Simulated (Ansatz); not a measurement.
**ZnS: eigenvalues along the path**

```
Zn S
1.0
     0.00000    2.69560    2.69560
     2.69560    0.00000    2.69560
     2.69560    2.69560    0.00000
Zn S
1 1
Direct
  0.00000 0.00000 0.00000
  0.75000 0.75000 0.75000
```

Atom numbers follow the list: Zn1, S2.

The cell is COD entry 9000107, as deposited and not checked against the literature; nothing was relaxed. The listed cell was then made from it by scaling, straining or moving an atom.

Computed with DFT, PBEsol, all-electron LAPW, scalar-relativistic (Ansatz 0.2.0).

Numerical set-up: a Γ-centred 9×9×9 k mesh, Fermi–Dirac smearing of 0.01 eV, basis error target 0.25 meV/atom, no spin polarisation.

Path points, in fractions of the reciprocal vectors: Γ (0.000, 0.000, 0.000), X (-0.500, -0.500, 0.000), U (-0.375, -0.375, 0.250), K (-0.375, 0.000, 0.375), L (0.000, 0.000, 0.500), W (-0.500, -0.250, 0.250). Levels in eV from the valence-band top; bands 9 to 19, counted from the lowest band of the run. The gap is 2.01 eV, direct at Γ.

```
# k(1/Å) point b9 b10 b11 b12 b13 b14 b15 b16 b17 b18 b19
0.000 Γ -13.20 -6.40 -6.40 -6.40 -5.89 -5.89 0.00 0.00 0.00 2.01 6.27
0.233 - -13.10 -6.42 -6.38 -6.38 -5.91 -5.89 -0.79 -0.28 -0.28 2.89 5.77
0.466 - -12.81 -6.45 -6.30 -6.30 -5.93 -5.87 -2.02 -0.92 -0.92 4.11 4.84
0.699 - -12.42 -6.46 -6.20 -6.20 -5.93 -5.84 -3.18 -1.59 -1.59 3.97 4.48
0.932 - -12.07 -6.45 -6.10 -6.10 -5.82 -5.82 -4.15 -2.09 -2.09 3.42 4.14
1.165 X -11.92 -6.45 -6.05 -6.05 -5.82 -5.68 -4.63 -2.27 -2.27 3.22 3.96
1.248 - -11.92 -6.44 -6.05 -6.05 -5.82 -5.67 -4.63 -2.35 -2.25 3.29 4.03
1.330 - -11.92 -6.42 -6.06 -6.05 -5.82 -5.64 -4.64 -2.54 -2.20 3.46 4.28
1.413 - -11.92 -6.39 -6.08 -6.04 -5.83 -5.60 -4.65 -2.79 -2.11 3.63 4.73
1.495 - -11.93 -6.35 -6.09 -6.03 -5.85 -5.56 -4.68 -3.03 -1.99 3.80 5.30
1.577 U -11.94 -6.33 -6.11 -6.00 -5.86 -5.54 -4.70 -3.20 -1.85 3.98 5.88
1.720 - -11.96 -6.30 -6.13 -5.98 -5.88 -5.54 -4.70 -3.17 -1.91 4.35 6.12
1.863 - -11.96 -6.28 -6.15 -5.95 -5.91 -5.54 -4.70 -3.03 -2.12 5.12 6.05
2.006 - -11.96 -6.28 -6.15 -5.95 -5.91 -5.54 -4.70 -3.03 -2.12 5.12 6.05
2.148 - -11.96 -6.30 -6.13 -5.98 -5.88 -5.54 -4.70 -3.17 -1.91 4.35 6.12
2.291 K -11.94 -6.33 -6.11 -6.00 -5.86 -5.54 -4.70 -3.20 -1.85 3.98 5.88
2.538 - -12.08 -6.28 -6.19 -5.96 -5.89 -5.75 -4.49 -3.06 -1.31 4.56 6.58
2.786 - -12.39 -6.28 -6.27 -6.22 -5.91 -5.84 -3.70 -2.27 -0.74 4.70 6.61
3.033 - -12.78 -6.38 -6.33 -6.32 -5.91 -5.87 -2.50 -1.22 -0.31 3.98 6.04
3.280 - -13.09 -6.41 -6.38 -6.37 -5.90 -5.89 -1.03 -0.34 -0.07 2.88 6.04
3.527 Γ -13.20 -6.40 -6.40 -6.40 -5.89 -5.89 0.00 0.00 0.00 2.01 6.27
3.729 - -13.12 -6.40 -6.39 -6.39 -5.90 -5.90 -0.82 -0.10 -0.10 2.64 6.18
3.931 - -12.91 -6.39 -6.35 -6.35 -5.90 -5.90 -2.20 -0.34 -0.34 3.29 6.41
4.133 - -12.62 -6.32 -6.32 -6.31 -5.89 -5.89 -3.55 -0.61 -0.61 3.37 6.93
4.335 - -12.35 -6.29 -6.29 -6.07 -5.87 -5.87 -4.69 -0.81 -0.81 3.26 6.85
4.537 L -12.24 -6.28 -6.28 -5.86 -5.86 -5.69 -5.40 -0.89 -0.89 3.20 6.79
4.701 - -12.21 -6.28 -6.27 -5.90 -5.86 -5.67 -5.32 -1.26 -0.98 3.60 6.46
4.866 - -12.14 -6.28 -6.23 -5.94 -5.87 -5.64 -5.11 -2.03 -1.28 4.40 5.95
5.031 - -12.03 -6.27 -6.19 -5.95 -5.89 -5.59 -4.85 -2.72 -1.75 5.11 5.75
5.196 - -11.95 -6.27 -6.15 -5.94 -5.93 -5.53 -4.68 -3.03 -2.30 5.43 5.96
5.361 W -11.91 -6.27 -6.11 -5.96 -5.93 -5.48 -4.67 -2.83 -2.78 5.55 6.01
5.477 - -11.91 -6.29 -6.11 -5.99 -5.90 -5.50 -4.66 -2.78 -2.74 5.15 5.68
5.594 - -11.92 -6.34 -6.10 -6.02 -5.86 -5.55 -4.65 -2.65 -2.62 4.45 5.07
5.710 - -11.92 -6.39 -6.08 -6.04 -5.83 -5.61 -4.64 -2.48 -2.46 3.81 4.49
5.827 - -11.92 -6.43 -6.06 -6.05 -5.82 -5.66 -4.63 -2.33 -2.32 3.37 4.10
5.943 X -11.92 -6.45 -6.05 -6.05 -5.82 -5.68 -4.63 -2.27 -2.27 3.22 3.96
```
